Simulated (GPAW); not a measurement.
# AlNi (Pm-3m) in GPAW: a series of runs, part 3 of 3

GPAW 26.7.0.

## 6. Band structure, PBEsol+U, collinear spin, ferromagnetic start

run.py reads:

```python
from ase import Atoms
from ase.dft.bandgap import bandgap
from ase.io import write
from ase.units import GPa
from gpaw import GPAW, PW, setup_paths

setup_paths.insert(0, '.')

atoms = Atoms(['Ni', 'Al'],
              cell=[[2.881, 0.0, 0.0],
                    [0.0, 2.881, 0.0],
                    [0.0, 0.0, 2.881]],
              scaled_positions=[[0.5, 0.5, 0.5],
                                [0.0, 0.0, 0.0]],
              pbc=True)
atoms.set_initial_magnetic_moments([1.0, 0.0])

calc = GPAW(mode=PW(600),
            xc='PBEsol',
            kpts={'size': (9, 9, 9), 'gamma': True},
            occupations={'name': 'fermi-dirac', 'width': 0.05},
            setups={'Ni': ':d,4.0'},
            nbands=20,
            convergence={'density': 1e-05, 'energy': 1e-05},
            maxiter=150,
            txt='gpaw.txt')
atoms.calc = calc
energy = atoms.get_potential_energy()
forces = atoms.get_forces()
stress = atoms.get_stress()
calc.write('gs.gpw')
write('result.traj', atoms)
print(f'Energy: {energy:.6f} eV')
print('Forces (eV/A):')
print(forces.round(4))
print('Stress (GPa):', (stress / GPa).round(3))
print('Moments:', calc.get_magnetic_moments().round(3))
print('Fermi level:', round(calc.get_fermi_level(), 4), 'eV')
print(f'Gap: {bandgap(calc)[0]:.4f} eV, direct: {bandgap(calc, direct=True)[0]:.4f} eV')

path = atoms.cell.bandpath('GXMGRX,MR', npoints=60, eps=1e-4)
bs_calc = calc.fixed_density(kpts=path, symmetry='off', nbands=30,
                             convergence={'bands': 'CBM+6.0', 'eigenstates': 1e-6}, txt='bands.txt')
bs = bs_calc.band_structure()
bs.write('bs.json')
print(f'Gap on the path: {bandgap(bs_calc)[0]:.4f} eV')
```

Potentials or basis: PAW data sets generated in the run's folder for this functional, pw.

The run is started by

```bash
> gpaw-setup -f PBEsol Al Ni
> OMP_NUM_THREADS=1 python run.py
```

gpaw.txt:

```text
__  _  _
 | _ |_)|_||  |
 |__||  | ||/\| - 26.7.0

Input parameters:
  mode=PW(ecut=600.0),
  convergence={'density': 1e-05, 'energy': 1e-05},
  kpts=MonkhorstPack(size=(9, 9, 9), gamma=True),
  maxiter=150,
  nbands=20,
  occupations=Occupations(name='fermi-dirac', width=0.05),
  setups={'Ni': ':d,4.0'},
  xc=XC(name='PBEsol')

Diagonalizing LCAO Hamiltonian
Converting LCAO to pw mode
   .------.
  /|      |
 * |      |
 | | Ni   |
 | .------.
 |/      /
 Al-----*

Atoms  # Å, Bohr magnetons
|   | symbol |        x |        y |        z |    initial magnetic moments |
|---|--------|----------|----------|----------|-----------------------------|
| 0 |     Ni | 1.440500 | 1.440500 | 1.440500 | ( 0.0000,  0.0000,  1.0000) |
| 1 |     Al | 0.000000 | 0.000000 | 0.000000 | ( 0.0000,  0.0000,  0.0000) |

Unit cell  # Å
| periodic |        x |        y |        z |  lengths |    angles |
|----------|----------|----------|----------|----------|-----------|
|      yes | 2.881000 | 0.000000 | 0.000000 | 2.881000 | 90.000000 |
|      yes | 0.000000 | 2.881000 | 0.000000 | 2.881000 | 90.000000 |
|      yes | 0.000000 | 0.000000 | 2.881000 | 2.881000 | 90.000000 |

Number of symmetries: 48
Symmetry operations  # r_c * U_cc + t_c -> r_c
|    | kind |            matrix            |
|----|------|------------------------------|
|  0 |  E   |  1, 0, 0,  0, 1, 0,  0, 0, 1 |
|  1 |  σ   |  1, 0, 0,  0, 1, 0,  0, 0,-1 |
|  2 |  σ   |  1, 0, 0,  0, 0, 1,  0, 1, 0 |
|  3 |  C4  |  1, 0, 0,  0, 0, 1,  0,-1, 0 |
|  4 |  C4  |  1, 0, 0,  0, 0,-1,  0, 1, 0 |
|  5 |  σ   |  1, 0, 0,  0, 0,-1,  0,-1, 0 |
|  6 |  σ   |  1, 0, 0,  0,-1, 0,  0, 0, 1 |
|  7 |  C2  |  1, 0, 0,  0,-1, 0,  0, 0,-1 |
|  8 |  σ   |  0, 1, 0,  1, 0, 0,  0, 0, 1 |
|  9 |  C2  |  0, 1, 0,  1, 0, 0,  0, 0,-1 |
| 10 |  C3  |  0, 1, 0,  0, 0, 1,  1, 0, 0 |
| 11 |  S6  |  0, 1, 0,  0, 0, 1, -1, 0, 0 |
| 12 |  S6  |  0, 1, 0,  0, 0,-1,  1, 0, 0 |
| 13 |  C3  |  0, 1, 0,  0, 0,-1, -1, 0, 0 |
| 14 |  C4  |  0, 1, 0, -1, 0, 0,  0, 0, 1 |
| 15 |  S4  |  0, 1, 0, -1, 0, 0,  0, 0,-1 |
| 16 |  C3  |  0, 0, 1,  1, 0, 0,  0, 1, 0 |
| 17 |  S6  |  0, 0, 1,  1, 0, 0,  0,-1, 0 |
| 18 |  σ   |  0, 0, 1,  0, 1, 0,  1, 0, 0 |
| 19 |  C4  |  0, 0, 1,  0, 1, 0, -1, 0, 0 |
| 20 |  C2  |  0, 0, 1,  0,-1, 0,  1, 0, 0 |
| 21 |  S4  |  0, 0, 1,  0,-1, 0, -1, 0, 0 |
| 22 |  S6  |  0, 0, 1, -1, 0, 0,  0, 1, 0 |
| 23 |  C3  |  0, 0, 1, -1, 0, 0,  0,-1, 0 |
| 24 |  S6  |  0, 0,-1,  1, 0, 0,  0, 1, 0 |
| 25 |  C3  |  0, 0,-1,  1, 0, 0,  0,-1, 0 |
| 26 |  C4  |  0, 0,-1,  0, 1, 0,  1, 0, 0 |
| 27 |  σ   |  0, 0,-1,  0, 1, 0, -1, 0, 0 |
| 28 |  S4  |  0, 0,-1,  0,-1, 0,  1, 0, 0 |
| 29 |  C2  |  0, 0,-1,  0,-1, 0, -1, 0, 0 |
| 30 |  C3  |  0, 0,-1, -1, 0, 0,  0, 1, 0 |
| 31 |  S6  |  0, 0,-1, -1, 0, 0,  0,-1, 0 |
| 32 |  C4  |  0,-1, 0,  1, 0, 0,  0, 0, 1 |
| 33 |  S4  |  0,-1, 0,  1, 0, 0,  0, 0,-1 |
| 34 |  S6  |  0,-1, 0,  0, 0, 1,  1, 0, 0 |
| 35 |  C3  |  0,-1, 0,  0, 0, 1, -1, 0, 0 |
| 36 |  C3  |  0,-1, 0,  0, 0,-1,  1, 0, 0 |
| 37 |  S6  |  0,-1, 0,  0, 0,-1, -1, 0, 0 |
| 38 |  σ   |  0,-1, 0, -1, 0, 0,  0, 0, 1 |
| 39 |  C2  |  0,-1, 0, -1, 0, 0,  0, 0,-1 |
| 40 |  σ   | -1, 0, 0,  0, 1, 0,  0, 0, 1 |
| 41 |  C2  | -1, 0, 0,  0, 1, 0,  0, 0,-1 |
| 42 |  C2  | -1, 0, 0,  0, 0, 1,  0, 1, 0 |
| 43 |  S4  | -1, 0, 0,  0, 0, 1,  0,-1, 0 |
| 44 |  S4  | -1, 0, 0,  0, 0,-1,  0, 1, 0 |
| 45 |  C2  | -1, 0, 0,  0, 0,-1,  0,-1, 0 |
| 46 |  C2  | -1, 0, 0,  0,-1, 0,  0, 0, 1 |
| 47 |  i   | -1, 0, 0,  0,-1, 0,  0, 0,-1 |

BZ-sampling:
  Number of BZ points: 729
  Number of IBZ points: 35

  Monkhorst-Pack size: [9, 9, 9]
  Monkhorst-Pack shift: [0, 0, 0]

K-points  # in reciprocal-cell coordinates
|     |                                coordinates |     weight |
|-----|--------------------------------------------|------------|
|   0 | (  0.00000000,   0.00000000,   0.00000000) | 0.00137174 |
|   1 | (  0.11111111,   0.00000000,   0.00000000) | 0.00823045 |
|   2 | (  0.11111111,   0.11111111,   0.00000000) | 0.01646091 |
|   3 | (  0.11111111,   0.11111111,   0.11111111) | 0.01097394 |
|   4 | (  0.22222222,   0.00000000,   0.00000000) | 0.00823045 |
|   5 | (  0.22222222,   0.11111111,   0.00000000) | 0.03292181 |
|   6 | (  0.22222222,   0.11111111,   0.11111111) | 0.03292181 |
|   7 | (  0.22222222,   0.22222222,   0.00000000) | 0.01646091 |
|   8 | (  0.22222222,   0.22222222,   0.11111111) | 0.03292181 |
|   9 | (  0.22222222,   0.22222222,   0.22222222) | 0.01097394 |
| ... |                                            |            |
|  34 | (  0.44444444,   0.44444444,   0.44444444) | 0.01097394 |

Plane wave coefficients: 812
Cutoff: 600.0 eV

Spin-components: 2 (collinear spins)
Bands:           20
Projectors:      11
Spin-degeneracy: 1
Datatype:        complex128

Parallelization:
  kpt:    1
  domain: 1
  band:   1

Density:
  Valence electrons: 19.0
  Components: 2
  Grid points: [18 18 18]
  Charge: 0.0  # |e|

Potential:
  Grid points: [18 18 18]

species:
  Ni:
    name:    Nickel
    Z:       28.0
    valence: 16
    core:    12
    charge:  0.0  # [|e|]
    Hubbard: {U: 4.0,  # eV
              l: 2,
              scale: True}
    compensation charges:
      type: gauss
      rc: 0.36  # [Å]
      lmax: 2
    cutoffs:
      filter: 2.14  # [Å]
      core: 1.98  # [Å]
    projectors
    | kind |    occ | energy [eV] | rcut [Å] |
    |------|--------|-------------|----------|
    |   4s |  2.000 |      -5.661 |    1.164 |
    |   3p |  6.000 |     -71.261 |    1.207 |
    |   4p |  0.000 |      -1.193 |    1.207 |
    |   3d |  8.000 |      -8.901 |    1.138 |
    |    s |        |      21.550 |    1.164 |
    |    d |        |      18.310 |    1.138 |

    Using partial waves for Ni as LCAO basis

  Al:
    name:    Aluminium
    Z:       13.0
    valence: 3
    core:    10
    charge:  0.0  # [|e|]
    compensation charges:
      type: gauss
      rc: 0.34  # [Å]
      lmax: 2
    cutoffs:
      filter: 1.91  # [Å]
      core: 2.36  # [Å]
    projectors
    | kind |    occ | energy [eV] | rcut [Å] |
    |------|--------|-------------|----------|
    |   3s |  2.000 |      -7.715 |    1.085 |
    |   3p |  1.000 |      -2.689 |    1.085 |
    |    s |        |      19.497 |    1.085 |
    |    p |        |      24.522 |    1.085 |
    |    d |        |       0.000 |    1.085 |

    Using partial waves for Al as LCAO basis

Reference energy: -47922.716557  # eV

eigensolver:
  PPCG
  Converge bands: occupied
  niter=2

density mixing:
  MSR1-Mixer
  Pratt-step length: 0.05
  Maximum mixing coefficient: 0.75
  Old densities: 10
  SVD Regularization: 0.005
  Good broyden scale: 1.0
  Trust region scale: 1.0
  Backstep threshold: 4.0
  History deletion threshold: 6.0
  Fourier metric: weight=20.0, sigma=0.015

occupation numbers:
  Fermi-Dirac:
    width: 0.0500  # eV

poisson solver:
  ecut: 4800.0  # eV

xc functional:
  name: PBEsol with 2 nearest neighbor stencil

convergence criteria:
- Maximum integral of absolute [dens]ity change: 1e-05 electrons / valence electron
- Maximum [total energy] change in last 3 cyles: 1e-05 eV / valence electron
- Maximum integral of absolute [eigenst]ate change: 4e-08 eV^2 / valence electron
maximum number of iterations: 150

SCF iterations
|iter     | |      energy | eigst |  dens |  magmom |
|---------|-|-------------|-------|-------|---------|
|iter:   1| |  -11.442658 | +0.28 |       |  +1.0022|
|iter:   2| |  -11.088977 | -2.33 | -0.95 |  +0.9657|
|iter:   3| |  -10.873608 | -2.23 | -1.06 |  +0.7695|
|iter:   4| |  -10.967408 | -3.08 | -1.40 |  +0.6099|
|iter:   5| |  -11.038577 | -2.62 | -1.51 |  +0.3271|
|iter:   6| |  -11.053515 | -3.82 | -1.98 |  +0.1850|
|iter:   7| |  -11.061858 | -4.05 | -2.16 |  +0.0529|
|iter:   8| |  -11.063376 | -4.33 | -2.33 |  +0.0416|
|iter:   9| |  -11.063902 | -5.26 | -2.89 |  +0.0303|
|iter:  10| |  -11.064073 | -5.90 | -3.26 |  +0.0190|
|iter:  11| |  -11.064173 | -5.53 | -3.43 |  -0.0002|
|iter:  12| |  -11.064173c| -7.83c| -4.22 |  -0.0002|
|iter:  13| |  -11.064173c| -8.21c| -4.65 |  -0.0001|
|iter:  14| |  -11.064173c| -8.48c| -5.56c|  -0.0000|

Converged in 14 steps
Energy contributions relative to reference atoms: (reference = -47922.716557)

Energy contributions:
  Kinetic:          19.173671
  Coulomb:         -12.913134
  Zero:              0.036476
  External:          0.000000
  Xc:              -17.358019
  Entropy:          -0.006335
  Spinorbit:         0.000000
  ----------------------------
  Free energy:     -11.067341
  Extrapolated:    -11.064173

dipole moment: (-4.927906, -4.927906, -4.927906)  # |e|*Ang

Total magnetic moment: (0.000000, 0.000000, -0.000013)

Local magnetic moments
|        x |        y |         z |
|----------|----------|-----------|
| 0.000000 | 0.000000 | -0.000016 |  # Ni   0
| 0.000000 | 0.000000 | -0.000003 |  # Al   1

Fermi level: 8.639
Eigenvalues  # (at kpt = [0.000, 0.000, 0.000])
| band index |      eig [eV] | occ [0-1] |      eig [eV] | occ [0-1] |
|------------|---------------|-----------|---------------|-----------|
|          0 |       -53.556 |     1.000 |       -53.556 |     1.000 |
|          1 |       -53.556 |     1.000 |       -53.556 |     1.000 |
|          2 |       -53.556 |     1.000 |       -53.556 |     1.000 |
|          3 |        -2.289 |     1.000 |        -2.289 |     1.000 |
|          4 |         5.139 |     1.000 |         5.139 |     1.000 |
|          5 |         5.139 |     1.000 |         5.139 |     1.000 |
[... 9 lines left out ...]
|         15 |        29.628 |     0.000 |        29.628 |     0.000 |
|         16 |        29.628 |     0.000 |        29.628 |     0.000 |
|        ... |               |           |               |           |
|         19 |        32.384 |     0.000 |        32.384 |     0.000 |

No gap
No difference between direct/indirect transitions

Forces  # eV/Ang
|        x |        y |       z |
|----------|----------|---------|
|  0.00000 |  0.00000 | 0.00000 |  # Ni   0
| -0.00000 | -0.00000 | 0.00000 |  # Al   1

Stress tensor  # eV/Ang^3
|         x |         y |        z |
|-----------|-----------|----------|
|  0.031964 | -0.000000 | 0.000000 |
| -0.000000 |  0.031964 | 0.000000 |
|  0.000000 |  0.000000 | 0.031964 |

# Writing to gs.gpw (mode='')
```

Run time: 62 s. Hardware: 1 thread of Arm Neoverse V1, shared host; peak memory 0.23 GiB.

Results:

- Free energy: -11.0673 eV
- Pressure: -5.1 GPa
- Band gap along the path: none (metal or under the smearing width)
- Net moment: 0.00 μB per cell

Levels at the corners of the path, in eV from the Fermi level:
Spin up:
```csv
point,band 6,band 7,band 8,band 9,band 10,band 11,band 12,band 13
Γ,-3.50,-1.84,-1.84,-1.84,5.70,5.70,5.70,8.30
X,-3.04,-2.55,-2.55,-1.75,-0.80,8.42,10.26,10.26
M,-2.69,-2.69,-2.39,-2.39,-1.25,1.67,2.53,12.38
Γ,-3.50,-1.84,-1.84,-1.84,5.70,5.70,5.70,8.30
R,-4.34,-1.22,-1.22,2.25,2.25,2.25,3.80,4.59
X,-3.04,-2.55,-2.55,-1.75,-0.80,8.42,10.26,10.26
M,-2.69,-2.69,-2.39,-2.39,-1.25,1.67,2.53,12.38
R,-4.34,-1.22,-1.22,2.25,2.25,2.25,3.80,4.59
```
Spin down:
```tsv
point	band 5	band 6	band 7	band 8	band 9	band 10	band 11	band 12	band 13	band 14
Γ	-3.50	-3.50	-1.84	-1.84	-1.84	5.70	5.70	5.70	8.30	8.30
X	-6.62	-3.04	-2.55	-2.55	-1.75	-0.80	8.42	10.26	10.26	11.01
M	-3.51	-2.69	-2.69	-2.39	-2.39	-1.25	1.67	2.53	12.38	15.22
Γ	-3.50	-3.50	-1.84	-1.84	-1.84	5.70	5.70	5.70	8.30	8.30
R	-4.34	-4.34	-1.22	-1.22	2.25	2.25	2.25	3.80	4.59	4.59
X	-6.62	-3.04	-2.55	-2.55	-1.75	-0.80	8.42	10.26	10.26	11.01
M	-3.51	-2.69	-2.69	-2.39	-2.39	-1.25	1.67	2.53	12.38	15.22
R	-4.34	-4.34	-1.22	-1.22	2.25	2.25	2.25	3.80	4.59	4.59
```

Caveat: the stock nickel data set gives pressures a few GPa off other programs; the U is typed as a test and isn't derived for this compound. The state reached can hang on the start; a lower one may exist.

## 7. Overview

| level | U | pressure (GPa) | moment (μB) |
| --- | --- | --- | --- |
| PBEsol | - | -2.3 | 0.00 |
| PBEsol+U | Ni d U = 1 eV | -3.0 | 0.00 |
| PBEsol+U | Ni d U = 2 eV | -3.7 | 0.00 |
| PBEsol+U | Ni d U = 3 eV | -4.4 | 0.00 |
| PBEsol+U | Ni d U = 4 eV | -5.1 | 0.00 |

Alike in all rows: task band structure; potentials or basis PAW data sets generated in the run's folder for this functional, pw; spin collinear, ferromagnetic start; cell as given; k mesh 9 × 9 × 9; cutoff (eV) 600; smearing fermi-dirac 0.05 eV.

The pressure there spans -5.1 GPa (PBEsol+U) to -2.3 GPa (PBEsol); a positive pressure means that this level wants a larger cell, a negative one a smaller.

Caveats: the stock nickel data set gives pressures a few GPa off other programs; the U is typed as a test and isn't derived for this compound (some runs).

Total energies depend on the potentials used, so only differences within one code and one set of settings carry meaning.
